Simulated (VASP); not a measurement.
TePt:

```xyz
4
Lattice="1.9816 1.1441 6.6610 -1.9816 1.1441 6.6610 0.0000 -2.2881 6.6610" Properties=species:S:1:pos:R:3 pbc="T T T"
Te    0.0000    0.0000   11.9499
Te    0.0000    0.0000    8.0332
Pt    0.0000    0.0000   17.3920
Pt    0.0000    0.0000    2.5911
```

```yaml
Program: VASP 6.6.1
Task: relaxation of cell and atoms
Functional: rev-vdW-DF2
Potentials_or_basis: VASP PAW PBE potentials, release 64 (Te, Pt)
Cutoff: 600 eV
k_mesh: 12 × 12 × 11
Occupations: methfessel-paxton, width 0.1 eV
Spin: no spin polarisation
```

At the start: pressure 3.2 GPa; volume 22.65 Å³/atom.

Question: Where does the relaxation end?

Answer: Over 8 steps the energy falls by 6.5 meV/atom and the volume is 23.16 Å³/atom (+2.2 %); space group R-3m (No. 166, to 0.05 Å).

Step by step:
```csv
step,energy change (eV),largest force (eV/Å),pressure (GPa),volume (Å³)
1,0.0000,0.3985,3.24,90.60
2,0.0516,0.5193,-5.17,96.75
3,-0.0246,0.1178,-0.14,92.75
4,-0.0246,0.1189,-0.10,92.71
5,-0.0257,0.0415,0.02,92.61
6,-0.0258,0.0039,0.05,92.56
7,-0.0258,0.0016,0.04,92.56
8,-0.0258,0.0093,-0.02,92.63
```

Final structure:
```
CELL_PARAMETERS angstrom
1.99581 1.15228 6.71311
-1.99581 1.15228 6.71311
0.00000 -2.30456 6.71311
ATOMIC_POSITIONS crystal
Te 0.59850 0.59850 0.59850
Te 0.40150 0.40150 0.40150
Pt 0.86974 0.86974 0.86974
Pt 0.13026 0.13026 0.13026
```

Caveat: the PAW data sets were made with another functional, which shifts forces and pressure a little.
